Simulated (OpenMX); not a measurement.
Runs of OpenMX 3.8.5 on HfB2. The structure is hexagonal, space group P6/mmm (No. 191). The conventional cell has a = 3.140 Å, b = 3.140 Å, c = 3.480 Å, α = 90.00°, β = 90.00°, γ = 120.00°. Around Hf (site symmetry 6/mmm) lie 12 B at 2.51 Å. B (site symmetry -6m2) is surrounded by 3 B at 1.81 Å. 

| task | level | potentials or basis | spin | k mesh | SCF threshold | max SCF cycles | grid points, held for all volumes | pressure (GPa) | V0 of scaled cells (Å³/atom) | B0 (GPa) | largest force (eV/Å) |
| --- | --- | --- | --- | --- | --- | --- | --- | --- | --- | --- | --- |
| band structure | PBE | OpenMX 2013 PBE set, Hf7.0-s3p2d2f1, B7.0-s2p2d1, grid cutoff 400 Ry | non-collinear, zero start, SOC | 7 × 7 × 7 | 1e-07 Ha | 100 | - | - | - | - | 0.01 |
| equation of state | PBE | OpenMX 2013 PBE set, Hf7.0-s3p2d2, B7.0-s2p2, fixed grid of 32 × 32 × 42 points | off | 11 × 11 × 9 | 1e-08 Ha | - | 32 × 32 × 42 | - | 10.00 | 246 | - |
| band structure | PBE | OpenMX 2013 PBE set, Hf7.0-s3p2d2f1, B7.0-s2p2d1, grid cutoff 400 Ry | off | 11 × 11 × 9 | 1e-08 Ha | 100 | - | 0.3 | - | - | 0.01 |
| band structure | PBE | OpenMX 2013 PBE set, Hf7.0-s3p2d2, B7.0-s2p2, grid cutoff 400 Ry | off | 11 × 11 × 9 | 1e-08 Ha | 100 | - | 2.5 | - | - | 0.01 |
| band structure | LDA | OpenMX 2013 LDA set, Hf7.0-s3p2d2f1, B7.0-s2p2d1, grid cutoff 400 Ry | off | 11 × 11 × 9 | 1e-08 Ha | 100 | - | (a) | - | - | 0.01 |
| equation of state | LDA | OpenMX 2013 LDA set, Hf7.0-s3p2d2f1, B7.0-s2p2d1, fixed grid of 32 × 32 × 42 points | off | 11 × 11 × 9 | 1e-08 Ha | - | 32 × 32 × 42 | - | (b) | 277 | - |

Alike in all rows: cell as given; smearing fermi-dirac 0.05 eV.

Estimate the missing entries.

(a) -11.0; (b) 9.49.

Caveats: the basis of atomic orbitals isn't converged, which shifts pressures, moduli and gaps; volumes in these bases differ from converged ones by about 1 %, for some elements by several (some runs); the cell was scaled at fixed shape and fractional positions, which overstates the stiffness of a crystal with free parameters, most of all of layers and chains (some runs); total energies with and without spin-orbit coupling shouldn't be compared in this program (some runs).
